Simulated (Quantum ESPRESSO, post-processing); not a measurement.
# H on fcc sites of Rh(111): a series in the coverage, part 9 of 9

Wanted: a table for H on fcc sites of Rh(111) against the coverage, and what can be fitted to it.

Quantum ESPRESSO 7.5; plane-wave DFT, PBE, GBRV ultrasoft pseudopotentials.

So far. Step 10 (Ground state, 0.75 ML): Inside the slab this potential holds the local part of the pseudopotentials, which can be repulsive at the nuclei; only its value in the vacuum has a meaning of its own. Step 11 (Relaxation with pw.x, 1 ML): The relaxation lowers the energy by 23 meV an atom. On the free atoms the largest force ends at 0.014 eV/Å.

### 12. Self-consistent run, 1 ML

m8.esm.in

```
&control
  prefix = 'm8.esm'
  outdir = './out'
  pseudo_dir = './pseudo'
  calculation = 'scf'
  tprnfor = .true.
/
&system
  ibrav = 0
  nat = 4
  ntyp = 2
  ecutwfc = 40
  ecutrho = 200
  occupations = 'smearing'
  smearing = 'mv'
  degauss = 0.02
  assume_isolated = 'esm'
  esm_bc = 'bc1'
/
&electrons
  conv_thr = 1e-07
  mixing_beta = 0.25
  electron_maxstep = 160
  mixing_mode = 'local-TF'
  mixing_ndim = 12
/
ATOMIC_SPECIES
  Rh  102.9055  rh_pbe_v1.4.uspp.F.UPF
  H   1.0080  h_pbe_v1.4.uspp.F.UPF
CELL_PARAMETERS angstrom
  2.70966521178718 0.00000000000000 0.00000000000000
  1.35483260589359 2.34663890915864 0.00000000000000
  0.00000000000000 0.00000000000000 19.32405518480968
ATOMIC_POSITIONS crystal
  Rh  0.000000000000 0.000000000000 -0.139739338050
  Rh  0.333333333400 0.333333333400 -0.025248235650
  Rh  0.666666666700 0.666666666700 0.089198238550
  H   0.000000000000 0.000000000000 0.139739338050
K_POINTS automatic
  10 10 1 0 0 0
```

Launch:

```
$ OMP_NUM_THREADS=1 mpirun -n 16 pw.x -nk 4 -in m8.esm.in > m8.esm.out
```

The log of the run:

```text
[banner, memory and clock lines left out]
Program PWSCF v.7.5 starts
[...]
Message from routine setup:
[...]
number of electrons       =        46.00
     number of Kohn-Sham states=           28
     kinetic-energy cutoff     =      40.0000  Ry
     charge density cutoff     =     200.0000  Ry
[...]
number of k points=    14  Marzari-Vanderbilt smearing, width (Ry)=  0.0200
[...]
Dense  grid:    39741 G-vectors     FFT dimensions: (  24,  24, 180)
[...]
negative rho (up, down):  1.802E-01 0.000E+00
     Starting wfcs are   37 randomized atomic wfcs
[...]
negative rho (up, down):  1.820E-01 0.000E+00
[...]
estimated scf accuracy    <       8.58285440 Ry
[...]
negative rho (up, down):  1.863E-01 0.000E+00
[...]
estimated scf accuracy    <       0.93599495 Ry
[...]
negative rho (up, down):  1.971E-01 0.000E+00
[...]
estimated scf accuracy    <       0.55135704 Ry
[...]
negative rho (up, down):  1.988E-01 0.000E+00
[...]
estimated scf accuracy    <       0.02862271 Ry
[...]
negative rho (up, down):  1.962E-01 0.000E+00
[...]
estimated scf accuracy    <       0.06103916 Ry
[...]
negative rho (up, down):  1.955E-01 0.000E+00
[...]
estimated scf accuracy    <       0.00736203 Ry
[...]
negative rho (up, down):  1.948E-01 0.000E+00
[...]
estimated scf accuracy    <       0.00947725 Ry
[...]
negative rho (up, down):  1.934E-01 0.000E+00
[...]
estimated scf accuracy    <       0.00232680 Ry
[...]
negative rho (up, down):  1.921E-01 0.000E+00
[...]
estimated scf accuracy    <       0.00147002 Ry
[...]
negative rho (up, down):  1.883E-01 0.000E+00
[...]
estimated scf accuracy    <       0.00083406 Ry
[...]
negative rho (up, down):  1.854E-01 0.000E+00
[...]
estimated scf accuracy    <       0.00035039 Ry
[...]
negative rho (up, down):  1.855E-01 0.000E+00
[...]
estimated scf accuracy    <       0.00035120 Ry
[...]
negative rho (up, down):  1.846E-01 0.000E+00
[...]
estimated scf accuracy    <       0.00028671 Ry
[...]
negative rho (up, down):  1.848E-01 0.000E+00
[...]
estimated scf accuracy    <       0.00023399 Ry
[...]
negative rho (up, down):  1.848E-01 0.000E+00
[...]
estimated scf accuracy    <       0.00006662 Ry
[...]
negative rho (up, down):  1.848E-01 0.000E+00
[...]
estimated scf accuracy    <       0.00005020 Ry
[...]
negative rho (up, down):  1.850E-01 0.000E+00
[...]
estimated scf accuracy    <       0.00005443 Ry
[...]
negative rho (up, down):  1.851E-01 0.000E+00
[...]
estimated scf accuracy    <       0.00002769 Ry
[...]
negative rho (up, down):  1.847E-01 0.000E+00
[...]
estimated scf accuracy    <       0.00002164 Ry
[...]
negative rho (up, down):  1.846E-01 0.000E+00
[...]
estimated scf accuracy    <       0.00014763 Ry
[...]
negative rho (up, down):  1.843E-01 0.000E+00
[...]
estimated scf accuracy    <       0.00011772 Ry
[...]
negative rho (up, down):  1.843E-01 0.000E+00
[...]
estimated scf accuracy    <       0.00001702 Ry
[...]
negative rho (up, down):  1.843E-01 0.000E+00
[...]
estimated scf accuracy    <       0.00002170 Ry
[...]
negative rho (up, down):  1.842E-01 0.000E+00
[...]
estimated scf accuracy    <       0.00002302 Ry
[...]
negative rho (up, down):  1.842E-01 0.000E+00
[...]
estimated scf accuracy    <       0.00001131 Ry
[...]
negative rho (up, down):  1.842E-01 0.000E+00
[...]
estimated scf accuracy    <       0.00000075 Ry
[...]
negative rho (up, down):  1.842E-01 0.000E+00
[...]
estimated scf accuracy    <       0.00000121 Ry
[...]
negative rho (up, down):  1.842E-01 0.000E+00
[...]
estimated scf accuracy    <       0.00000049 Ry
[...]
negative rho (up, down):  1.842E-01 0.000E+00
[...]
estimated scf accuracy    <       0.00000014 Ry
[...]
negative rho (up, down):  1.842E-01 0.000E+00
[...]
estimated scf accuracy    <       0.00000018 Ry
[...]
negative rho (up, down):  1.842E-01 0.000E+00
[...]
the Fermi energy is    -5.1345 ev
!    total energy              =    -514.68286286 Ry
     estimated scf accuracy    <       0.00000008 Ry
     smearing contrib. (-TS)   =      -0.00192757 Ry
     internal energy E=F+TS    =    -514.68093528 Ry
[...]
one-electron contribution =    4738.17040362 Ry
     hartree contribution      =   -2371.63037034 Ry
     xc contribution           =     -90.41733125 Ry
     ewald contribution        =   -2790.80363732 Ry
     convergence has been achieved in  31 iterations
     negative rho (up, down):  1.842E-01 0.000E+00
[...]
Total force =     0.021140     Total SCF correction =     0.003184
[...]
```

Wall time 10 s (16 MPI ranks of Arm Neoverse V2, shared host); peak memory 1 GiB; 2.7 min of CPU time.

This step gave:

| Item | Value |
| --- | --- |
| Fermi energy | -5.135 eV |
| vacuum line at the lower end of the cell, over the Fermi level | 5.099 eV |
| vacuum line at the upper end of the cell, over the Fermi level | 5.170 eV |

Inside the slab this potential holds the local part of the pseudopotentials, which can be repulsive at the nuclei; only its value in the vacuum has a meaning of its own.

### 13. The series side by side

The series in one table:

```csv
the coverage,"adsorption energy an atom, from the free molecule (eV)",work function of the upper face (eV),work function of the lower face (eV)
0 ML,-,5.081,5.081
0.1111 ML,-,5.123,5.091
0.1667 ML,-,5.115,5.077
0.25 ML,-,5.102,5.039
0.3333 ML,-,5.174,5.08
0.5 ML,-0.4533,5.125,5.045
0.6667 ML,-0.4414,5.162,5.085
0.75 ML,-0.4494,5.154,5.077
1 ML,-0.4436,5.17,5.099
```

### 14. A check by hand

At 1 ML: E_ads = [-7002.6171 − 1 × (-6986.3213)]/1 − (-31.7044)/2 = -0.444 eV. Cells and meshes differ along the series, and any error of the slab's energy is multiplied by the number of slab cells an adsorbate, so no value is given under half a monolayer.

### 15. What came out

| Item | Value |
| --- | --- |
| adsorption energy an atom, from the free molecule, at 0.5 ML and at 1 ML | -0.45, -0.44 eV |
| work function of the upper face, at 0 ML and at 1 ML | 5.08, 5.17 eV |

In words: The series holds 9 members (PBE, GBRV ultrasoft). From 0.5 ML to 1 ML the adsorption energy an atom, from the free molecule goes from -0.45 to -0.44 eV by way of -0.44 at 0.6667 ML. From 0 ML to 1 ML the work function of the upper face goes from 5.08 to 5.17 eV by way of 5.17 at 0.3333 ML. The untouched lower face should keep its work function but moves by 0.06 eV, since the slab is thin and cells, meshes or relaxed layers differ between members; changes of the upper face are uncertain by about as much. Thin slabs, one site and one ordered pattern a coverage; no reconstruction or subsurface sites; meshes differ a little between cells.

[Logs are printed without paths, hosts, clocks, repeated set-up lines and the standing remarks that a program may print on its own settings, such as how far it seeks lower states.]

[Hosts, paths, dates, database ids (printed as entryN), source tags and the programs' standing remarks are cut or masked in the printed files.]

[Maps of the electrostatic potential energy from Ansatz leave out the sawtooth potential of an applied field or a dipole correction, so their vacuum need not be flat; planar profiles and work functions include it.]
